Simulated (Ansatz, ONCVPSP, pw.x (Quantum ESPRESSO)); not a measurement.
lithium (Li): one change to the ONCV potential, in the atom and in the fcc crystal

| Quantity | Value |
| --- | --- |
| Element | lithium (Li) |
| Generator | ONCVPSP 4.0.1.1 (patched build) |
| Type | optimised norm-conserving Vanderbilt (ONCV) |
| Functional | PBE |
| Relativity | scalar-relativistic |
| Frozen core | [He] |
| Valence charge | 1 |
| Reference configuration | 2s0.5 (charge +0.5) |
| Partial waves | 2s: rc 2.40 bohr, ncon 5, nbas 8, qcut 2.9 1/bohr, 1 projector; p scattering state at 0.06 Ha: rc 2.25 bohr, ncon 4, nbas 8, qcut 3.6 1/bohr, 3 projectors, debl 3.7 Ha; d scattering state at 0.03 Ha: rc 1.95 bohr, ncon 3, nbas 8, qcut 4.7 1/bohr, 2 projectors, debl 3.3 Ha |
| Local potential | polynomial inside 1.80 bohr (lpopt 4, dvloc0 2 Ha) |
| Core correction | Teter function, fcfact 2.75, rcfact 1.05 |

In the p channel the program set the typed energies aside and used 0.050, 3.750, 7.450 Ha.

Change: reference 2s1.

Cutoffs, loose and tight: the cutoffs (Ha) at which the residual kinetic energy of the hardest occupied pseudo-wave falls to 1 and 0.1 mHa per electron. They do not see the model core or the augmentation charge, which bear on the density cutoff. Test errors are all-electron minus pseudo excitation energies from the reference, over the configurations 2s1; 2s0 2p1; variants that change the core or the reference have their own tests.

Crystal test: fcc Li in pw.x 7.5, no spin, 13³ k-points, Fermi–Dirac smearing 0.01 Ry, cutoffs set for each file from its atomic test. The reference is all-electron LAPW (Ansatz 0.2.0) with the same functional, mesh and smearing; V0 and B0 come from Birch–Murnaghan fits to the pressures at five volumes. Errors are pseudo minus all-electron; Δ is the rms difference of the E(V) curves that follow from these fits, minima aligned, over ±6 % about the mean V0. Mesh and smearing are coarse, so the numbers serve the comparison and aren't converged zero-temperature values; the lattice is a test structure that the element need not adopt.

All-electron: a0 = 4.329 Å (V0 = 20.28 Å³/atom), B0 = 13.7 GPa.

Question: Does the change bring the crystal closer to the all-electron result?

Answer: The mean pressure error goes from -0.81 to -0.59 GPa, so the change moves the solid closer to the all-electron pressures.

| quantity | base | changed |
| --- | --- | --- |
| outcome (atom) | generated, projector energies reset by the program | generated |
| cutoff, loose (atom) | 2.5 Ha | 2.2 Ha |
| cutoff, tight (atom) | 3.9 Ha | 3.5 Ha |
| bound ghosts (atom) | none | none |
| largest test error (meV) (atom) | 1 of 2 tests not solved or not reliable | 1 of 2 tests not solved or not reliable |
| cutoffs in pw.x (Ry) | 50/200 | 50/200 |
| a0 (Å) | – | 4.262 |
| a0 error (%) | – | -1.55 |
| B0 error (%) | – | -1.4 |
| Δ (meV/atom) | – | 2.8 |
| mean pressure error (GPa) | -0.81 | -0.59 |

A dash: not determined, or the minimum lies outside the volumes sampled.

Base: This is a poor potential for the solid. Atomic configuration tests: 1 of 2 tests not solved or not reliable. The cutoffs count occupied waves only; projector 2 of the p channel, the hardest unoccupied one, needs 45 Ha at the loose tolerance. Changed file: This is a poor potential for the solid. Atomic configuration tests: 1 of 2 tests not solved or not reliable. The cutoffs count occupied waves only; projector 2 of the p channel, the hardest unoccupied one, needs 44 Ha at the loose tolerance.
